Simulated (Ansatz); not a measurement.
# BaO: band gap against volume per atom

Periodic Kohn-Sham DFT of a crystal at fixed atoms; Kohn-Sham levels at symmetry points; band -1 is the highest filled and +1 the lowest empty one at that point, spin up along a +z start moment. The results are calculated, by Ansatz 0.2.0.

Cell of the first row (space group Fm-3m, No. 225):
```
cell vectors (Å)
   0.0000     2.6939     2.6939
   2.6939     0.0000     2.6939
   2.6939     2.6939     0.0000
atoms (fractions of the cell vectors)
Ba  0.00000  0.00000  0.00000
O   0.50000  0.50000  0.50000
```

Settings of every row: method all-electron LAPW; functional LDA; relativity scalar; k mesh 9x9x9; filling fermi-dirac; smearing width 0.02 eV; basis error target 1 meV/atom; nucleus gaussian.

Atom start moment: 0 on all atoms.

Limits: no spin-orbit coupling on heavy atoms; semilocal functionals tend to give too small a gap.

```
row  volume per atom (Å³)  band gap (eV)  smallest direct gap on path (eV)
  1                19.549          1.573                             1.573
  2                19.965          1.665                             1.665
  3                20.381          1.749                             1.749
  4                20.589              ?                                 ?
  5                20.797          1.827                             1.827
  6                21.005          1.864                             1.864
  7                21.213          1.899                             1.899
  8                21.629          1.965                             1.965
  9                22.045          2.025                             2.025
```

Question: what band gap should row 4 give?

Worked fit of band gap. Take t = volume per atom − 21, in Å³. The shown rows have t = -1.451, -1.035, -0.619, -0.203, 0.005, 0.213, 0.629, 1.045. Least squares give band gap = 1.8631 + 0.17349 × t − 0.01802 × t² eV; a straight line predicts inner rows, each left out in turn, worse (root mean square 0.0089 against 0.00046 eV). The rows lie off it by 0.000, 0.001, 0.000, 0.000, 0.000, 0.000, 0.000, 0.000. The withheld row has t = -0.411, so the fit gives 1.8631 + 0.17349 × (-0.411) − 0.01802 × (-0.411)² = 1.789 eV.

The calculation gave 1.789 eV. The fit meets it to the printed digit.

The other values of row 4: smallest direct gap on path 1.789 eV.
